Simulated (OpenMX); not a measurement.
# SiC (Moissanite) (P6_3mc) in OpenMX: notebook, part 2 of 2

OpenMX 3.8.5.

## Step 3: Single point, LDA, 10.34 Å³/atom

SiC.dat

```
System.CurrrentDirectory             ./
System.Name                          SiC
DATA.PATH                            ./DFT_DATA13
level.of.stdout                      1
level.of.fileout                     0
Species.Number                       2
<Definition.of.Atomic.Species
  Si  Si7.0-s2p2d1           Si_CA13
  C   C6.0-s2p2d1            C_CA13
Definition.of.Atomic.Species>

Atoms.Number                         4
Atoms.SpeciesAndCoordinates.Unit     FRAC
<Atoms.SpeciesAndCoordinates
    1  Si    0.6666666667    0.3333333333    0.5000000000   2.000  2.000
    2  Si    0.3333333333    0.6666666667    0.0000000000   2.000  2.000
    3  C     0.6666666667    0.3333333333    0.8850000000   2.000  2.000
    4  C     0.3333333333    0.6666666667    0.3850000000   2.000  2.000
Atoms.SpeciesAndCoordinates>

Atoms.UnitVectors.Unit               Ang
<Atoms.UnitVectors
     3.0760000000    0.0000000000    0.0000000000
    -1.5380000000    2.6638941420    0.0000000000
     0.0000000000    0.0000000000    5.0480000000
Atoms.UnitVectors>

scf.XcType                           LDA
scf.SpinPolarization                 off
scf.ElectronicTemperature            580.226
scf.energycutoff                     300.0
scf.maxIter                          100
scf.EigenvalueSolver                 band
scf.Kgrid                            11 11 5
scf.Mixing.Type                      rmm-diisk
scf.Init.Mixing.Weight               0.05
scf.Min.Mixing.Weight                0.001
scf.Max.Mixing.Weight                0.3
scf.Mixing.History                   25
scf.Mixing.StartPulay                8
scf.criterion                        1.0e-8
MD.Type                              nomd
```

Potentials or basis: OpenMX 2013 LDA set, Si7.0-s2p2d1, C6.0-s2p2d1, fixed grid of 28 × 28 × 54 points.

Run with:

```console
openmx SiC.dat -nt 1 > SiC.std
```

Run time: 80 s. Hardware: 1 thread of AMD EPYC 9R45 (Zen 5), shared host; peak memory 0.55 GiB.

The run converged. Its results:

| Quantity | Value |
| --- | --- |
| Free energy | -543.6795 eV |
| Largest force | 0.792 eV/Å |
| Band gap on the k mesh | 2.56 eV, indirect (least direct gap 4.16 eV) |
| Mulliken charges | Si +0.65; C -0.65 e |

Caveat: Mulliken charges move with the basis; an odd mesh through Γ misses points on the zone boundary, where band edges often lie; the basis of atomic orbitals isn't converged, which shifts pressures, moduli and gaps.

## Step 4: Single point, LDA, 10.13 Å³/atom (volume scaled by 0.98)

SiC.dat, as its differences from that of step 3:

```diff
@@ -22,5 +22,5 @@
 <Atoms.UnitVectors
-     3.0760000000    0.0000000000    0.0000000000
-    -1.5380000000    2.6638941420    0.0000000000
-     0.0000000000    0.0000000000    5.0480000000
+     3.0553550827    0.0000000000    0.0000000000
+    -1.5276775413    2.6460151191    0.0000000000
+     0.0000000000    0.0000000000    5.0141197845
 Atoms.UnitVectors>
@@ -30,3 +30,2 @@
 scf.ElectronicTemperature            580.226
-scf.energycutoff                     300.0
 scf.maxIter                          100
@@ -42 +41,3 @@
 MD.Type                              nomd
+scf.Ngrid                            28 28 54
+scf.energycutoff                     300.0
```

Run with:

```console
openmx SiC.dat -nt 1 > SiC.std
```

Wall time 80 s (1 thread of AMD EPYC 9R45 (Zen 5), shared host); peak memory 0.56 GiB.

It converged, with:

```
Free energy            : -543.6759 eV
Largest force          : 0.823 eV/Å
Band gap on the k mesh : 2.52 eV, indirect (least direct gap 4.21 eV)
Mulliken charges       : Si +0.63; C -0.63 e
```

Caveat: Mulliken charges move with the basis; an odd mesh through Γ misses points on the zone boundary, where band edges often lie; the basis of atomic orbitals isn't converged, which shifts pressures, moduli and gaps.

## Step 5: Single point, LDA, 10.55 Å³/atom (volume scaled by 1.02)

SiC.dat, as its differences from that of step 4:

```diff
@@ -22,5 +22,5 @@
 <Atoms.UnitVectors
-     3.0553550827    0.0000000000    0.0000000000
-    -1.5276775413    2.6460151191    0.0000000000
-     0.0000000000    0.0000000000    5.0141197845
+     3.0963714546    0.0000000000    0.0000000000
+    -1.5481857273    2.6815363392    0.0000000000
+     0.0000000000    0.0000000000    5.0814314379
 Atoms.UnitVectors>
```

Run with:

```console
openmx SiC.dat -nt 1 > SiC.std
```

Wall time 70 s (1 thread of AMD EPYC 9R45 (Zen 5), shared host); peak memory 0.55 GiB.

The run converged. Its results:

- Free energy: -543.6603 eV
- Largest force: 0.762 eV/Å
- Band gap on the k mesh: 2.60 eV, indirect (least direct gap 4.12 eV)
- Mulliken charges: Si +0.67; C -0.67 e

Caveat: Mulliken charges move with the basis; an odd mesh through Γ misses points on the zone boundary, where band edges often lie; the basis of atomic orbitals isn't converged, which shifts pressures, moduli and gaps.

## Step 6: Single point, LDA, 9.93 Å³/atom (volume scaled by 0.96)

SiC.dat, as its differences from that of step 5:

```diff
@@ -22,5 +22,5 @@
 <Atoms.UnitVectors
-     3.0963714546    0.0000000000    0.0000000000
-    -1.5481857273    2.6815363392    0.0000000000
-     0.0000000000    0.0000000000    5.0814314379
+     3.0344273363    0.0000000000    0.0000000000
+    -1.5172136681    2.6278911591    0.0000000000
+     0.0000000000    0.0000000000    4.9797754205
 Atoms.UnitVectors>
```

Potentials or basis: OpenMX 2013 LDA set, Si7.0-s2p2d1, C6.0-s2p2d1, fixed grid of 28 × 28 × 54 points.

Run with:

```console
openmx SiC.dat -nt 1 > SiC.std
```

Wall time 85 s (1 thread of AMD EPYC 9R45 (Zen 5), shared host); peak memory 0.57 GiB.

The run converged. Its results:

- Free energy: -543.6470 eV
- Largest force: 0.855 eV/Å
- Band gap on the k mesh: 2.48 eV, indirect (least direct gap 4.25 eV)
- Mulliken charges: Si +0.61; C -0.61 e

Caveat: Mulliken charges move with the basis; an odd mesh through Γ misses points on the zone boundary, where band edges often lie; the basis of atomic orbitals isn't converged, which shifts pressures, moduli and gaps.

## Step 7: Single point, LDA, 10.75 Å³/atom (volume scaled by 1.04)

SiC.dat, as its differences from that of step 6:

```diff
@@ -22,5 +22,5 @@
 <Atoms.UnitVectors
-     3.0344273363    0.0000000000    0.0000000000
-    -1.5172136681    2.6278911591    0.0000000000
-     0.0000000000    0.0000000000    4.9797754205
+     3.1164783262    0.0000000000    0.0000000000
+    -1.5582391631    2.6989494007    0.0000000000
+     0.0000000000    0.0000000000    5.1144286705
 Atoms.UnitVectors>
```

Run with:

```console
openmx SiC.dat -nt 1 > SiC.std
```

Run time: 73 s. Hardware: 1 thread of AMD EPYC 9R45 (Zen 5), shared host; peak memory 0.53 GiB.

It converged, with:

| Property | Result |
| --- | --- |
| Free energy | -543.6202 eV |
| Largest force | 0.732 eV/Å |
| Band gap on the k mesh | 2.59 eV, indirect (least direct gap 4.07 eV) |
| Mulliken charges | Si +0.69; C -0.69 e |

Caveat: Mulliken charges move with the basis; an odd mesh through Γ misses points on the zone boundary, where band edges often lie; the basis of atomic orbitals isn't converged, which shifts pressures, moduli and gaps.

## Step 8: Single point, LDA, 9.72 Å³/atom (volume scaled by 0.94)

SiC.dat, as its differences from that of step 7:

```diff
@@ -22,5 +22,5 @@
 <Atoms.UnitVectors
-     3.1164783262    0.0000000000    0.0000000000
-    -1.5582391631    2.6989494007    0.0000000000
-     0.0000000000    0.0000000000    5.1144286705
+     3.0132068704    0.0000000000    0.0000000000
+    -1.5066034352    2.6095136966    0.0000000000
+     0.0000000000    0.0000000000    4.9449506768
 Atoms.UnitVectors>
```

Run with:

```console
openmx SiC.dat -nt 1 > SiC.std
```

Run time: 84 s. Hardware: 1 thread of AMD EPYC 9R45 (Zen 5), shared host; peak memory 0.65 GiB.

The run converged. Its results:

```yaml
Free_energy: -543.5901 eV
Largest_force: 0.891 eV/Å
Band_gap_on_the_k_mesh: 2.44 eV, indirect (least direct gap 4.30 eV)
Mulliken_charges: Si +0.59; C -0.59 e
```

Caveat: Mulliken charges move with the basis; an odd mesh through Γ misses points on the zone boundary, where band edges often lie; the basis of atomic orbitals isn't converged, which shifts pressures, moduli and gaps.

## Step 9: Single point, LDA, 10.96 Å³/atom (volume scaled by 1.06)

SiC.dat, as its differences from that of step 8:

```diff
@@ -22,5 +22,5 @@
 <Atoms.UnitVectors
-     3.0132068704    0.0000000000    0.0000000000
-    -1.5066034352    2.6095136966    0.0000000000
-     0.0000000000    0.0000000000    4.9449506768
+     3.1363290418    0.0000000000    0.0000000000
+    -1.5681645209    2.7161406248    0.0000000000
+     0.0000000000    0.0000000000    5.1470055276
 Atoms.UnitVectors>
```

Potentials or basis: OpenMX 2013 LDA set, Si7.0-s2p2d1, C6.0-s2p2d1, fixed grid of 28 × 28 × 54 points.

Run with:

```console
openmx SiC.dat -nt 1 > SiC.std
```

It took 75 s on 1 thread of AMD EPYC 9R45 (Zen 5), shared host; peak memory 0.52 GiB.

Results (log left out):

| Quantity | Value |
| --- | --- |
| Free energy | -543.5612 eV |
| Largest force | 0.704 eV/Å |
| Band gap on the k mesh | 2.55 eV, indirect (least direct gap 4.02 eV) |
| Mulliken charges | Si +0.70; C -0.70 e |

Caveat: Mulliken charges move with the basis; an odd mesh through Γ misses points on the zone boundary, where band edges often lie; the basis of atomic orbitals isn't converged, which shifts pressures, moduli and gaps.

## Step 10: Equation of state, LDA

This step only gathers the single runs of the series.

Results (log left out):

```
Equilibrium volume                        : 10.27 Å³/atom
Bulk modulus at fixed shape and positions : 228 GPa
Pressure derivative of the bulk modulus   : 3.8
```

Energy against volume, from the lowest point:
```tsv
volume (Å³/atom)	energy (meV/atom)
9.721	22.35
9.927	8.13
10.134	0.91
10.341	0.00
10.548	4.81
10.755	14.83
10.961	29.58
```

Caveat: volumes in these bases differ from converged ones by about 1 %, for some elements by several; the cell was scaled at fixed shape and fractional positions, which overstates the stiffness of a crystal with free parameters, most of all of layers and chains; the basis of atomic orbitals isn't converged, which shifts pressures, moduli and gaps.
